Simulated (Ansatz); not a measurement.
**HfS$_{2}$: what symmetry allows forces and stress to be**

```
CELL_PARAMETERS angstrom
3.68727 0.00000 0.00000
-1.84364 3.19327 0.00000
0.00000 0.00000 6.67977
ATOMIC_POSITIONS crystal
Hf 0.00000 0.00000 0.00000
S 0.66667 0.33333 0.75182
S 0.33333 0.66667 0.24818
```

All numbers below come from DFT PBE, scalar-relativistic, plane waves, PAW (Ansatz).

Plane waves to 420 eV, a k mesh through Γ of 9×9×6 on the computed 3-atom cell and Gaussian smearing (0.02 eV); no spin polarisation.

This distorted cell has space group P-3m1, with 12 operations.

Task: Without a calculation: in which directions can each atom feel a force?

Result: A force must be left unchanged by every operation that keeps its atom in place, so it lies in the space that those operations leave fixed. Atoms that the group maps onto each other feel forces of one size.
```csv
atom,site symmetry,operations at the site,equivalent to atom,allowed force (Cartesian)
Hf1,-3m.,12,1,none
S2,3m.,6,2,"along (0.00, 0.00, 1.00)"
S3,3m.,6,2,"along (0.00, 0.00, 1.00)"
```

That leaves 1 independent force component of 9. A relaxation in this cell that keeps the symmetry moves the atoms in these directions alone.

Task: And the stress tensor?

Result: It must be invariant under the point group, which leaves 2 independent components: yz, xz, xy vanish; xx = yy.

Task: Do the computed values obey this?

Result: Yes. Forces (eV/Å):
```
Hf1  0.000  0.000  0.000
S2   0.000  0.000  2.280
S3   0.000  0.000 -2.280
```

Stress (GPa, compression positive, xx yy zz yz xz xy): -7.42 -7.42 -15.11 0.00 0.00 0.00. The program imposes the same operations on density, forces and stress, so this confirms the analysis and is no independent test of the calculation.

Spin–orbit coupling is left out, which can shift energies with elements as heavy as these. The cell holds layers, and where no dispersion correction was added their binding is poorly described.